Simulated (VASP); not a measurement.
# CdS in VASP: one cell, several levels of theory

Zincblende CdS, under -4.0 % biaxial strain in x and y, free along z is computed at one geometry. Runs: PBE, r2SCAN. The results are then set beside those of Ansatz 0.2.0 for the same cell.

The runs shown are made with VASP 6.6.1. PAW datasets, plane waves. The values are computed, spin-unpolarised, and not measurements.

**1. The cell**

The cell comes from an earlier relaxation with r2SCAN in another program, then strained, with the atoms relaxed again.

Space group I-4m2 (No. 119), tetragonal; a = 3.990 Å, c = 6.211 Å in the conventional setting, 24.72 Å³ an atom. Near Cd stand 4 S at 2.53 Å; near S stand 4 Cd at 2.53 Å.

Coordinates:

```
CELL_PARAMETERS angstrom
0.00000 2.82165 3.10541
2.82165 0.00000 3.10541
2.82165 2.82165 0.00000
ATOMIC_POSITIONS crystal
Cd 0.00000 0.00000 0.00000
S 0.25000 0.25000 0.25000
```

**2. PBE**

INCAR

```
ENCUT = 520.000000
SIGMA = 0.020000
EDIFF = 1.00e-07
GGA = PE
PREC = Accurate
IBRION = -1
ISIF = 2
ISMEAR = -1
NBANDS = 16
NELM = 120
NSW = 0
LASPH = .TRUE.
LCHARG = .FALSE.
LWAVE = .FALSE.
LREAL = .FALSE.
```

KPOINTS

```
KPOINTS created by Atomic Simulation Environment
0
Gamma
8 8 8
0 0 0
```

KPOINTS_OPT

```
special points
6
Reciprocal
0.0000000000 0.0000000000 0.0000000000 1
-0.5000000000 -0.5000000000 0.0000000000 1
-0.3750000000 -0.3750000000 0.2500000000 1
-0.3750000000 0.0000000000 0.3750000000 1
0.0000000000 0.0000000000 0.5000000000 1
-0.5000000000 -0.2500000000 0.2500000000 1
```

POSCAR

```
Cd S
 1.0000000000000000
     0.0000000000000000    2.8216462493000001    3.1054065889000002
     2.8216462493000001    0.0000000000000000    3.1054065889000002
     2.8216462493000001    2.8216462493000001    0.0000000000000000
 Cd  S
   1   1
Cartesian
  0.0000000000000000  0.0000000000000000  0.0000000000000000
  1.4108231246499998  1.4108231246499998  1.5527032944500001
```

Potentials: the recommended PBE PAW datasets, 18 valence electrons in the neutral cell.

Command:

```
> mpirun -np 1 vasp_std
```

Standard output, without the iteration lines:

```text
POSCAR found type information on POSCAR CdS
 POSCAR found :  2 types and       2 ions
 LDA part: xc-table for (Slater+PW92), standard interpolation
 POSCAR, INCAR and KPOINTS ok, starting setup
 FFT: planning ... GRIDC
 FFT: planning ... GRID_SOFT
 FFT: planning ... GRID
 WAVECAR not read
 entering main loop
 Start KPOINTS_OPT (optional k-point list driver)
k-point batch [1-6\6]
```

OSZICAR:

```text
N       E                     dE             d eps       ncg     rms          rms(c)
DAV:   1     0.109498116776E+03    0.10950E+03   -0.92055E+03  1920   0.103E+03
DAV:   2    -0.236004506380E+01   -0.11186E+03   -0.10537E+03  2336   0.253E+02
DAV:   3    -0.662494512777E+01   -0.42649E+01   -0.42571E+01  2320   0.518E+01
DAV:   4    -0.665091034223E+01   -0.25965E-01   -0.25962E-01  2464   0.398E+00
DAV:   5    -0.665125630492E+01   -0.34596E-03   -0.34596E-03  2392   0.430E-01    0.810E+00
DAV:   6    -0.611956725732E+01    0.53169E+00   -0.84219E-01  2784   0.116E+01    0.650E+00
DAV:   7    -0.609951394506E+01    0.20053E-01   -0.20023E-01  2400   0.307E+00    0.317E+00
DAV:   8    -0.609970193001E+01   -0.18798E-03   -0.18480E-02  2272   0.172E+00    0.311E-01
DAV:   9    -0.609960283373E+01    0.99096E-04   -0.21006E-03  2312   0.681E-01    0.604E-02
DAV:  10    -0.609972357536E+01   -0.12074E-03   -0.24673E-04  2376   0.158E-01    0.672E-02
DAV:  11    -0.609980205962E+01   -0.78484E-04   -0.12884E-04  2224   0.912E-02    0.230E-02
DAV:  12    -0.609979404116E+01    0.80185E-05   -0.25230E-05  2552   0.655E-02    0.103E-02
DAV:  13    -0.609979527985E+01   -0.12387E-05   -0.40035E-06  2224   0.118E-02    0.110E-02
DAV:  14    -0.609979494130E+01    0.33855E-06   -0.36249E-07  2584   0.362E-03    0.474E-03
DAV:  15    -0.609979492547E+01    0.15829E-07   -0.42040E-08  1600   0.133E-03
   1 F= -.60997949E+01 E0= -.60997949E+01  d E =-.512452E-11
       N       E                     dE             ncg
DAV:   1     0.193597584251E+04   -0.31662E+04      216
DAV:   2     0.134474718185E+04   -0.59123E+03      232
DAV:   3     0.132317181708E+04   -0.21575E+02      272
DAV:   4     0.132305604587E+04   -0.11577E+00      224
DAV:   5     0.132305451398E+04   -0.15319E-02      280
DAV:   6     0.132305448471E+04   -0.29275E-04      216
DAV:   7     0.132305448402E+04   -0.69200E-06      272
DAV:   8     0.132305448400E+04   -0.15923E-07      184
```

The lines after F= are the extra pass for the points of KPOINTS_OPT, at fixed density; their E is not a total energy.

From OUTCAR:

```text
k-points           NKPTS =     59   k-points in BZ     NKDIM =     59   number of bands    NBANDS=     16

   NELECT =      18.0000    total number of electrons

   dimension x,y,z NGX =    32 NGY =   32 NGZ =   30
   dimension x,y,z NGXF=    64 NGYF=   64 NGZF=   60

  energy-cutoff  :      520.00
  volume of cell :       49.45
      direct lattice vectors                 reciprocal lattice vectors
     0.000000000  2.821646249  3.105406589    -0.177201518  0.177201518  0.161009512
     2.821646249  0.000000000  3.105406589     0.177201518 -0.177201518  0.161009512
     2.821646249  2.821646249  0.000000000     0.177201518  0.177201518 -0.161009512

 k-points in reciprocal lattice and weights: KPOINTS created by Atomic Simulation Env
   0.00000000  0.00000000  0.00000000       0.002
   0.12500000  0.00000000  0.00000000       0.016
   0.25000000  0.00000000  0.00000000       0.016
   0.37500000  0.00000000  0.00000000       0.016
   0.50000000  0.00000000  0.00000000       0.008
   0.12500000  0.12500000  0.00000000       0.004
   0.25000000  0.12500000  0.00000000       0.016
   0.37500000  0.12500000  0.00000000       0.016
[... 51 more k-points ...]

 E-fermi :   1.8461

 k-point     1 :       0.0000    0.0000    0.0000
  band No.  band energies     occupation
      1     -11.0316      2.00000
      2      -6.4352      2.00000
      3      -6.3679      2.00000
      4      -6.3679      2.00000
      5      -5.9382      2.00000
      6      -5.9018      2.00000
      7       1.0974      2.00000
      8       1.4396      2.00000
      9       1.4396      2.00000
     10       2.4649      0.00000
     11       7.9284      0.00000
     12       7.9454      0.00000
     13       7.9454      0.00000
     14      11.8512      0.00000
     15      12.9322      0.00000
     16      13.4982      0.00000

 k-point     2 :       0.1250    0.0000    0.0000
  band No.  band energies     occupation
      1     -10.9680      2.00000
      2      -6.4045      2.00000
      3      -6.3454      2.00000
      4      -6.3266      2.00000
      5      -5.9337      2.00000
      6      -5.9067      2.00000
      7       0.2785      2.00000
      8       1.0965      2.00000
      9       1.3345      2.00000
     10       3.3157      0.00000
     11       7.5840      0.00000
     12       8.1548      0.00000
     13       8.1761      0.00000
     14      11.5217      0.00000
     15      12.7533      0.00000
     16      13.4499      0.00000

 k-point     3 :       0.2500    0.0000    0.0000
  band No.  band energies     occupation
      1     -10.8134      2.00000
      2      -6.3502      2.00000
      3      -6.2949      2.00000
      4      -6.1555      2.00000
      5      -5.9131      2.00000
      6      -5.9093      2.00000
      7      -1.1686      2.00000
      8       0.7810      2.00000
      9       1.0987      2.00000
     10       4.1049      0.00000
     11       7.4607      0.00000
     12       8.4354      0.00000
     13       8.6121      0.00000
     14      11.6048      0.00000
     15      12.2393      0.00000
     16      12.9872      0.00000

 k-point     4 :       0.3750    0.0000    0.0000
  band No.  band energies     occupation
      1     -10.6587      2.00000
      2      -6.3167      2.00000
      3      -6.2532      2.00000
      4      -5.9088      2.00000
      5      -5.9081      2.00000
      6      -5.7761      2.00000
      7      -2.4554      2.00000
      8       0.4960      2.00000
      9       0.8820      2.00000
     10       4.2835      0.00000
     11       7.9448      0.00000
     12       8.6084      0.00000
     13       8.7715      0.00000
     14      12.1242      0.00000
     15      12.8082      0.00000
     16      13.2039      0.00000

 k-point     5 :       0.5000    0.0000    0.0000
  band No.  band energies     occupation
      1     -10.5950      2.00000
      2      -6.3075      2.00000
      3      -6.2395      2.00000
      4      -5.9016      2.00000
      5      -5.8704      2.00000
      6      -5.5442      2.00000
      7      -3.0517      2.00000
      8       0.3824      2.00000
      9       0.7965      2.00000
     10       4.2665      0.00000
     11       8.0941      0.00000
     12       8.7524      0.00000
     13       8.8672      0.00000
     14      12.3496      0.00000
     15      13.6810      0.00000
     16      13.9984      0.00000

 k-point     6 :       0.1250    0.1250    0.0000
  band No.  band energies     occupation
      1     -10.9554      2.00000
      2      -6.3897      2.00000
      3      -6.3254      2.00000
      4      -6.3254      2.00000
      5      -5.9563      2.00000
      6      -5.8930      2.00000
      7       0.0969      2.00000
      8       1.1395      2.00000
      9       1.1395      2.00000
     10       3.5175      0.00000
     11       7.3705      0.00000
     12       8.4288      0.00000
     13       8.4288      0.00000
     14      10.5343      0.00000
     15      13.5622      0.00000
     16      13.7845      0.00000

 k-point     7 :       0.2500    0.1250    0.0000
  band No.  band energies     occupation
      1     -10.8371      2.00000
      2      -6.3348      2.00000
      3      -6.2735      2.00000
      4      -6.2125      2.00000
      5      -5.9607      2.00000
      6      -5.8888      2.00000
      7      -0.8859      2.00000
      8       0.7305      2.00000
      9       0.8530      2.00000
     10       4.3656      0.00000
     11       7.1587      0.00000
     12       8.4421      0.00000
     13       8.9505      0.00000
     14      10.5108      0.00000
     15      13.1897      0.00000
     16      14.2878      0.00000

 k-point     8 :       0.3750    0.1250    0.0000
  band No.  band energies     occupation
      1     -10.6824      2.00000
      2      -6.3017      2.00000
      3      -6.2265      2.00000
      4      -5.9566      2.00000
      5      -5.8921      2.00000
      6      -5.8884      2.00000
      7      -2.0607      2.00000
      8       0.2380      2.00000
      9       0.6468      2.00000
     10       4.8887      0.00000
     11       7.3823      0.00000
     12       8.4332      0.00000
     13       9.2197      0.00000
     14      11.6339      0.00000
     15      13.3350      0.00000
     16      13.5325      0.00000

 k-point     9 :       0.5000    0.1250    0.0000
  band No.  band energies     occupation
      1     -10.5831      2.00000
      2      -6.2905      2.00000
      3      -6.2099      2.00000
      4      -5.9009      2.00000
      5      -5.8962      2.00000
      6      -5.5581      2.00000
      7      -2.8837      2.00000
      8      -0.1158      2.00000
      9       0.6242      2.00000
     10       4.9546      0.00000
     11       7.5576      0.00000
     12       8.9540      0.00000
     13       9.1113      0.00000
     14      12.8272      0.00000
     15      13.5340      0.00000
     16      13.7910      0.00000

 k-point    10 :      -0.3750    0.1250    0.0000
  band No.  band energies     occupation
      1     -10.5955      2.00000
      2      -6.2918      2.00000
      3      -6.2239      2.00000
      4      -5.9188      2.00000
      5      -5.9161      2.00000
      6      -5.5840      2.00000
      7      -2.7053      2.00000
      8      -0.2061      2.00000
      9       0.7935      2.00000
     10       4.9253      0.00000
     11       7.8455      0.00000
     12       8.4536      0.00000
     13       8.9678      0.00000
     14      12.6100      0.00000
     15      12.7886      0.00000
     16      14.5079      0.00000

 k-point    11 :      -0.2500    0.1250    0.0000
  band No.  band energies     occupation
      1     -10.7128      2.00000
      2      -6.3132      2.00000
      3      -6.2663      2.00000
      4      -6.0636      2.00000
      5      -5.9348      2.00000
      6      -5.8069      2.00000
      7      -1.6652      2.00000
      8       0.0081      2.00000
      9       1.0699      2.00000
     10       4.7742      0.00000
     11       7.2662      0.00000
     12       8.4440      0.00000
     13       8.7871      0.00000
     14      11.6538      0.00000
     15      12.7332      0.00000
     16      13.6373      0.00000

 k-point    12 :      -0.1250    0.1250    0.0000
  band No.  band energies     occupation
      1     -10.8675      2.00000
      2      -6.3641      2.00000
      3      -6.3192      2.00000
      4      -6.2457      2.00000
      5      -5.9263      2.00000
      6      -5.8953      2.00000
      7      -0.4602      2.00000
      8       0.4987      2.00000
      9       1.3014      2.00000
     10       4.0897      0.00000
     11       7.0411      0.00000
     12       8.3937      0.00000
     13       8.6269      0.00000
     14      11.7963      0.00000
     15      12.1626      0.00000
     16      13.8333      0.00000

[... the tables of k-points 13 to 59 left out ...]

  Total        1.1802039      1.1802039      0.5650780      0.0000000      0.0000000     -0.0000000
  in kB       38.2396598     38.2396598     18.3090317      0.0000000      0.0000000     -0.0000000
  external PRESSURE =      31.5961171 kB  Pullay stress =       0.0000000 kB

 POSITION                                       TOTAL-FORCE (eV/Angst)
 -----------------------------------------------------------------------------------
      0.00000      0.00000      0.00000         0.000000      0.000000     -0.000000
      1.41082      1.41082      1.55270         0.000000      0.000000      0.000000
 -----------------------------------------------------------------------------------
    total drift:                                0.000002      0.000002     -0.000001

  FREE ENERGIE OF THE ION-ELECTRON SYSTEM (eV)
  ---------------------------------------------------
  free  energy   TOTEN  =        -6.0997949255 eV

  energy  without entropy=       -6.0997949255  energy(sigma->0) =       -6.09979493
```

Hardware: 1 MPI rank of Intel Xeon Platinum 8488C, shared host.

The levels at the points of KPOINTS_OPT are read from vasprun.xml.

Near the gap, in eV above the top of the last filled band v; c is the band after it:

| point | v−1 | v | c | c+1 |
| --- | --- | --- | --- | --- |
| Γ | 0.00 | 0.00 | 1.03 | 6.49 |
| X | -1.71 | -1.71 | 3.72 | 4.77 |
| U | -2.64 | -1.37 | 4.54 | 5.59 |
| K | -2.61 | -1.74 | 3.95 | 5.21 |
| L | -1.06 | -0.64 | 2.83 | 6.65 |
| W | -2.37 | -2.22 | 5.40 | 5.47 |

PBE gives a direct gap of 1.03 eV at Γ. The pressure is 3.16 GPa; the forces vanish within 0.01 eV/Å.

(Part 1 of 2 ends here.)
